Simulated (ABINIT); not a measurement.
Crystal: Zn.

```xyz
2
Lattice="2.6700 0.0000 0.0000 -1.3350 2.3123 0.0000 0.0000 0.0000 4.9660" Properties=species:S:1:pos:R:3 pbc="T T T"
Zn    1.3350    0.7708    3.7245
Zn    0.0000    1.5415    1.2415
```

Base run:

* Program: ABINIT 10.8.3 (patched build)
* Functional: revPBE
* Potentials or basis: JTH PAW PBE v2.0
* Cutoff: 707 eV
* k mesh: 11 × 11 × 6
* Occupations: fermi-dirac, width 0.05 eV
* Spin: no spin polarisation

Its results: band gap on the k mesh none (metal or under the smearing width); pressure 1.5 GPa.

Q: After a change of settings the same cell gave: band gap on the k mesh none (metal or under the smearing width); pressure -5.7 GPa. Which change was it?
A. functional from revPBE to PBE
B. functional from revPBE to LDA
C. functional from revPBE to PBEsol
D. functional from revPBE to BLYP

A: C.

PBEsol binds more tightly than revPBE, so the same cell stands under less pressure.

Caveats: the PAW data sets were made with another functional, which shifts forces and pressure a little.

Not every run made on this cell is shown here.
